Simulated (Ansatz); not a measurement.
# Re: the cost of one run

Computed with Ansatz 0.2.0 (DFT PBE, scalar-relativistic, plane waves, PAW, unless a step's input says otherwise).

## Step 1: The starting structure

Symmetry: R-3m, No. 166, trigonal system. Conventional cell: a = 2.768 Å, b = 2.768 Å, c = 20.096 Å, α = 90.00°, β = 90.00°, γ = 120.00°. Around Re (site symmetry -3m) lie 12 Re at 2.75 to 2.77 Å. Around Re (site symmetry 3m) lie 12 Re at 2.74 to 2.77 Å.

Structure file:

```cif
data_structure
_symmetry_space_group_name_H-M 'P 1'
_symmetry_Int_Tables_number 1
_cell_length_a 6.8866
_cell_length_b 6.8866
_cell_length_c 6.8866
_cell_angle_alpha 23.186
_cell_angle_beta 23.186
_cell_angle_gamma 23.186
_cell_volume 44.44
loop_
_atom_site_label
_atom_site_type_symbol
_atom_site_fract_x
_atom_site_fract_y
_atom_site_fract_z
_atom_site_occupancy
Re1 Re 0.00000 0.00000 0.00000 1
Re2 Re 0.22217 0.22217 0.22217 1
Re3 Re 0.77783 0.77783 0.77783 1
```

The structure comes from the Materials Project (structure only).

## Step 2: The base run

The input, input.yaml:

```yaml
crystal:
  lattice:
    - [1.3839231524, 0.7990084046, 6.6986080885]
    - [-1.3839231524, 0.7990084046, 6.6986080885]
    - [0.0, -1.5980168092, 6.6986080885]
  atoms:
    - { symbol: Re, position: [0.0, 0.0, 0.0] }
    - { symbol: Re, position: [0.22217388, 0.22217388, 0.22217388] }
    - { symbol: Re, position: [0.77782612, 0.77782612, 0.77782612] }
basis:
  ecutwfc: 420
  fft_grid_basis: typed
kpoints:
  mp_grid: { grid: [15, 15, 15] }
hamiltonian:
  xc: pbe
scf:
  occupations: { method: gaussian, width: 0.05 }
output:
  forces: true
  stress: true
  eigenvalues: true
  bader: true
  write_density: true
  volumetric_format: npy
  elf: true
```

Run with:

```bash
$ ansatz run input.yaml --threads 1 --pin off --max-ram 2560MiB --backend cpu --events-out ev --progress --plain --runs-dir out
```

**Question.** How long does this run take on 1 thread of Arm Neoverse V1, shared host, and how much memory does it need?

About 52 s, with a peak of 0.6 GiB.
